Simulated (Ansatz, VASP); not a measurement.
**SiGe2: VASP beside Ansatz**

One calculation is typed for both programs; each brings its own data sets. How far apart do they land? The cell is generated by rule, not measured, and may not be a known phase. The cell is taken from a series of runs on this material, whose earlier steps may have relaxed, scaled, displaced or heated it; both programs get it as it stands.

Program: Ansatz 0.2.0. Level of theory: plane waves, with VASP 6.6.1 beside it; single point at r2SCAN. Results are calculated unless marked as measured.

The structure was built from a prototype and need not be the compound's stable phase.

**1. Set-up**

The structure is tetragonal, space group P4_222 (No. 93). The conventional cell has a = 7.478 Å, b = 7.478 Å, c = 5.288 Å, α = 90.00°, β = 90.00°, γ = 90.00°. Nearest to Si lie 4 Ge at 2.28 to 2.30 Å. Ge has 2 Si at 2.30 Å nearest. Nearest to Ge lie 2 Si at 2.28 Å. Farther neighbours are not listed.

**2. VASP: single point, r2SCAN**

With cell and atoms fixed, the geometry can't cause a difference; cores, projectors, grids and the points listed under the comparison can.

Lines of VASP's logs that name or quote its potential files are left out, and so is its time.

INCAR

```
SYSTEM = SiGe2
PREC = Accurate
ENCUT = 550
EDIFF = 1E-06
NELM = 120
ISMEAR = 1
SIGMA = 0.2
LREAL = .FALSE.
ALGO = Normal
METAGGA = R2SCAN
LASPH = .TRUE.
NBANDS = 79
LORBIT = 11
LWAVE = .FALSE.
LCHARG = .FALSE.
ISIF = 2
GGA_COMPAT = .FALSE.
LMIXTAU = .TRUE.
KPAR = 2
```

POSCAR

```
SiGe2
1.0
   -5.2880224348      0.0000000000      0.0000000000
    0.0000000000     -5.2880224348     -5.2880224348
    0.0000000000     -5.2880224348      5.2880224348
Si Ge
4 8
Direct
    0.0000000000      0.9983133047      0.9983133047
    0.0000000000      0.5016866953      0.5016866953
    0.5000000000      0.9983133047      0.5016866953
    0.5000000000      0.5016866953      0.9983133047
    0.7500000000      0.2500000000      0.4946512573
    0.7500000000      0.7500000000      0.0053487427
    0.2500000000      0.0053487427      0.2500000000
    0.2500000000      0.4946512573      0.7500000000
    0.2500000000      0.0053487427      0.7500000000
    0.2500000000      0.4946512573      0.2500000000
    0.7500000000      0.7500000000      0.4946512573
    0.7500000000      0.2500000000      0.0053487427
```

KPOINTS

```
Automatic mesh
0
Gamma
8 6 6
0 0 0
```

The projector-augmented-wave data sets are Si and Ge_d (PBE family, release 64).

The run is started by

```console
> mpirun -np 2 vasp_std
```

Numbers of over 12 decimals in the logs are rounded to 6 here.

Log:

```text
[banner, memory and clock lines left out]
running    2 mpi-ranks, on    1 nodes
 distrk:  each k-point on    1 cores,    2 groups
 distr:  one band on    1 cores,    1 groups

 POSCAR found type information on POSCAR SiGe
 POSCAR found :  2 types and      12 ions
|                                                                             |
|               ----> ADVICE to this user running VASP <----                  |
|                                                                             |
|     You enforced a specific xc type in the INCAR file but a different       |
|     [... a line on the potential file left out ...]
|     I HOPE YOU KNOW WHAT YOU ARE DOING!                                     |
|                                                                             |

 LDA part: xc-table for (None), standard interpolation
 POSCAR, INCAR and KPOINTS ok, starting setup
 FFT: planning ... GRIDC
 FFT: planning ... GRID_SOFT
 FFT: planning ... GRID
 WAVECAR not read
 entering main loop
       N       E                     dE             d eps       ncg     rms          rms(c)
DAV:   1     0.165591943572E+04    0.16559E+04   -0.59256E+04 10119   0.395E+03
DAV:   2     0.210617442762E+03   -0.14453E+04   -0.13835E+04  7900   0.120E+03
DAV:   3    -0.112342003141E+03   -0.32296E+03   -0.30850E+03  8324   0.268E+02
DAV:   4    -0.146251137608E+03   -0.33909E+02   -0.32487E+02  9328   0.938E+01
DAV:   5    -0.147695536214E+03   -0.14444E+01   -0.14237E+01  8765   0.206E+01    0.106E+01
DAV:   6    -0.140893907768E+03    0.68016E+01   -0.21728E+00  8878   0.121E+01    0.631E+00
DAV:   7    -0.127832015450E+03    0.13062E+02   -0.26306E+00  8553   0.741E+00    0.175E+00
DAV:   8    -0.132101973924E+03   -0.42700E+01   -0.18801E+00  8365   0.569E+00    0.731E-01
DAV:   9    -0.133368017868E+03   -0.12660E+01   -0.36344E-01  9982   0.227E+00    0.607E-01
DAV:  10    -0.133829089760E+03   -0.46107E+00   -0.21022E-01  9824   0.272E+00    0.297E-01
DAV:  11    -0.132778946736E+03    0.10501E+01   -0.10088E+00  9161   0.348E+00    0.224E-01
DAV:  12    -0.133432448326E+03   -0.65350E+00   -0.36801E-01  7977   0.190E+00    0.167E-01
DAV:  13    -0.133523156170E+03   -0.90708E-01   -0.62992E-02  8604   0.817E-01    0.148E-01
DAV:  14    -0.133530646701E+03   -0.74905E-02   -0.19765E-02 10600   0.600E-01    0.880E-02
DAV:  15    -0.133531573144E+03   -0.92644E-03   -0.43039E-03 10070   0.281E-01    0.692E-02
DAV:  16    -0.133529472725E+03    0.21004E-02   -0.29422E-03  8738   0.260E-01    0.409E-02
DAV:  17    -0.133534242411E+03   -0.47697E-02   -0.17718E-03  9134   0.179E-01    0.183E-02
DAV:  18    -0.133535907003E+03   -0.16646E-02   -0.60849E-04  8579   0.857E-02    0.236E-02
DAV:  19    -0.133536037543E+03   -0.13054E-03   -0.63338E-05  8272   0.320E-02    0.243E-02
DAV:  20    -0.133535997306E+03    0.40237E-04   -0.45531E-06  6665   0.832E-03    0.227E-02
DAV:  21    -0.133536202858E+03   -0.20555E-03   -0.99245E-05  8390   0.519E-02    0.165E-02
DAV:  22    -0.133536212153E+03   -0.92949E-05   -0.19327E-05  8108   0.267E-02    0.131E-02
DAV:  23    -0.133536212404E+03   -0.25109E-06   -0.15545E-06  5550   0.924E-03
   1 F= -.13353621E+03 E0= -.13353289E+03  d E =-.995993E-02
```

OUTCAR, selected parts (step 2):

```text
ion  position               nearest neighbor table
   1  0.000  0.998  0.998-   6 2.28   9 2.28   7 2.30  12 2.30
   2  0.000  0.502  0.502-   8 2.28  11 2.28  10 2.30   5 2.30
   3  0.500  0.998  0.502-   9 2.28  11 2.28   5 2.30   7 2.30
   4  0.500  0.502  0.998-   6 2.28   8 2.28  10 2.30  12 2.30
   5  0.750  0.250  0.495-   2 2.30   3 2.30
   6  0.750  0.750  0.005-   1 2.28   4 2.28
   7  0.250  0.005  0.250-   1 2.30   3 2.30
   8  0.250  0.495  0.750-   2 2.28   4 2.28
   9  0.250  0.005  0.750-   1 2.28   3 2.28
  10  0.250  0.495  0.250-   2 2.30   4 2.30
  11  0.750  0.750  0.495-   2 2.28   3 2.28
  12  0.750  0.250  0.005-   1 2.30   4 2.30

  LATTYP: Found a simple tetragonal cell.
 ALAT       =     7.4783930454
 C/A-ratio  =     0.7071067812

 Subroutine GETGRP returns: Found  8 space group operations
 (whereof  2 operations were pure point group operations)

The static configuration has the point symmetry C_2 .
 The point group associated with its full space group is D_4 .

 Found     50 irreducible k-points:

   k-points           NKPTS =     50   k-points in BZ     NKDIM =     50   number of bands    NBANDS=     79

   dimension x,y,z NGX =    40 NGY =   60 NGZ =   60
   dimension x,y,z NGXF=    80 NGYF=  120 NGZF=  120

   ENCUT  =  550.0 eV  40.42 Ry    6.36 a.u.  10.11 14.30 14.30*2*pi/ulx,y,z

   NELECT =     128.0000    total number of electrons

 k-points in reciprocal lattice and weights: Automatic mesh
   0.00000000  0.00000000  0.00000000       0.003
   0.12500000  0.00000000  0.00000000       0.007
   0.25000000  0.00000000  0.00000000       0.007
   0.37500000  0.00000000  0.00000000       0.007
   0.50000000  0.00000000  0.00000000       0.003
   0.00000000  0.16666667  0.00000000       0.014
   0.12500000  0.16666667  0.00000000       0.028
   0.25000000  0.16666667  0.00000000       0.028
   0.37500000  0.16666667  0.00000000       0.028
[...]
0.37500000  0.50000000  0.50000000       0.007
   0.50000000  0.50000000  0.50000000       0.003

 average (electrostatic) potential at core
       1 -89.1496       2 -89.1496       3 -89.1496       4 -89.1496       5 -80.4400
       6 -80.4254       7 -80.4400       8 -80.4254       9 -80.4254      10 -80.4400
      11 -80.4254      12 -80.4400

 E-fermi :   4.1568

 k-point     1 :       0.0000    0.0000    0.0000
  band No.  band energies     occupation
    ...
     59       1.9965      2.00000
     60       2.0372      2.00000
     61       2.1650      2.00000
     62       2.1650      2.00000
     63       2.5748      2.00000
     64       5.1222     -0.00000
     65       5.1406     -0.00000
     66       5.1406     -0.00000
     67       5.3303     -0.00000
     68       5.3332     -0.00000
    ...

 k-point     2 :       0.1250    0.0000    0.0000
  band No.  band energies     occupation
    ...
     59       1.6413      2.00000
     60       2.3283      2.00000
     61       2.3578      2.00000
     62       3.0363      2.00000
     63       3.0960      2.00000
     64       4.7161     -0.00056
     65       4.7161     -0.00056
     66       4.7624     -0.00016
     67       5.4693     -0.00000
     68       5.4698     -0.00000
    ...

 k-point     3 :       0.2500    0.0000    0.0000
  band No.  band energies     occupation
    ...
     60       2.8900      2.00000
     61       2.9071      2.00000
     62       3.9225      2.06996
     63       4.0167      1.91985
     64       4.2084      0.57839
     65       4.3608     -0.05420
     66       4.3620     -0.05528
     67       5.5244     -0.00000
     68       5.5913     -0.00000
     69       5.6083     -0.00000
    ...

  Total       -0.1439351     -0.3396418     -0.3396418      0.0000000      0.0000000      0.0000000
  in kB       -0.7797717     -1.8400169     -1.8400169      0.0000000      0.0000000      0.0000000
  external PRESSURE =      -1.4866018 kB  Pullay stress =       0.0000000 kB

  energy-cutoff  :      550.00
  volume of cell :      295.74
      direct lattice vectors                 reciprocal lattice vectors
    -5.288022435  0.000000000  0.000000000    -0.189106611  0.000000000  0.000000000
     0.000000000 -5.288022435 -5.288022435     0.000000000 -0.094553305 -0.094553305
     0.000000000 -5.288022435  5.288022435     0.000000000 -0.094553305  0.094553305

 POSITION                                       TOTAL-FORCE (eV/Angst)
 -----------------------------------------------------------------------------------
      0.00000    -10.55821      0.00000        -0.000000      0.039924     -0.000000
      0.00000     -5.30586      0.00000        -0.000000     -0.039924     -0.000000
     -2.64401     -7.93203     -2.62617         0.000000      0.000000      0.039924
     -2.64401     -7.93203      2.62617         0.000000      0.000000     -0.039924
     -3.96602     -3.93773      1.29372        -0.000000      0.184097     -0.184097
     -3.96602     -3.99430     -3.93773        -0.000000     -0.190936      0.190936
     -1.32201     -1.35029      1.29372        -0.000000     -0.184097     -0.184097
     -1.32201     -6.58174      1.35029        -0.000000      0.190936      0.190936
     -1.32201     -3.99430      3.93773        -0.000000     -0.190936     -0.190936
     -1.32201     -3.93773     -1.29372        -0.000000      0.184097      0.184097
     -3.96602     -6.58174     -1.35029        -0.000000      0.190936     -0.190936
     -3.96602     -1.35029     -1.29372        -0.000000     -0.184097      0.184097
 -----------------------------------------------------------------------------------
    total drift:                                0.000001      0.000000     -0.000000

  FREE ENERGIE OF THE ION-ELECTRON SYSTEM (eV)
  ---------------------------------------------------
  free  energy   TOTEN  =      -133.5362124043 eV

  energy  without entropy=     -133.5262524767  energy(sigma->0) =     -133.53289243

 total charge
# of ion       s       p       d       tot
------------------------------------------
    1        0.783   0.876   0.000   1.659
    2        0.783   0.876   0.000   1.659
    3        0.783   0.876   0.000   1.659
    4        0.783   0.876   0.000   1.659
    5        1.186   1.106   9.995  12.286
    6        1.180   1.132   9.995  12.307
    7        1.186   1.106   9.995  12.286
    8        1.180   1.132   9.995  12.307
    9        1.180   1.132   9.995  12.307
   10        1.186   1.106   9.995  12.286
   11        1.180   1.132   9.995  12.307
   12        1.186   1.106   9.995  12.286
--------------------------------------------------
tot         12.593  12.455  79.960 105.008

[... 3 further parts left out ...]
```

The run ends at a pressure of -0.15 GPa, with forces up to 0.27 eV/Å.

(Part 1 of 2 ends here.)

[Lines on the potential files, build, host, timing and source positions are cut from VASP's logs without a mark.]

[Logs are printed without paths, hosts, clocks, repeated set-up lines and the standing remarks that a program may print on its own settings, such as how far it seeks lower states.]

[Hosts, paths, dates, database ids (printed as entryN), source tags and the programs' standing remarks are cut or masked in the printed files.]
